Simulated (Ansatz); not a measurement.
Sensitivity of the gradients in In2O3 to the input

Cell: a COD entry whose atoms were relaxed with PBE, the cell held.

Space group Ia-3 (No. 206); a = 10.1200 Å.

```csv
site,Wyckoff,site symmetry,x,y,z
In1,8b,.-3.,0.2500,0.2500,0.2500
In5,24d,2..,0.9662,0.0000,0.2500
O,48e,1,0.1186,0.1089,0.3453
```

One atom of each set is listed; the run and its k-mesh use a cell of 40 atoms with edges of 8.76, 8.76, 8.76 Å.

Reference run. All values are calculated (Ansatz; DFT, PBE, plane waves and PAW, scalar-relativistic, 420 eV cutoff, Γ-centred 3×3×3 k-points, Fermi–Dirac smearing 0.02 eV), not measured.

Problem. The input is changed as follows: `scf.mixing.algorithm`: not typed → msr1; `scf.mixing.beta`: not typed → 0.9. What happens to V_zz (10²¹ V/m²) and η?

Solution. 

```tsv
site	V_zz reference	η reference	V_zz changed	η changed
In1	8.36	0.00	8.36	0.00
In5	5.28	0.96	5.28	0.96
O	-2.51	0.43	-2.51	0.43
```

All printed values agree. Mixing, solver and start steer the path to self-consistency, not the state that is reached here.

On the reference run: At this cell the PBE pressure is 8 GPa, so with PBE the cell would grow if it were relaxed. Without spin–orbit coupling (the program notes it for In) the gradients are little affected as a rule: paired runs on crystals with a gap mostly move them by under 2 % at such atoms. The database positions were far from equilibrium, so the relaxed structure may not be the compound's real one.
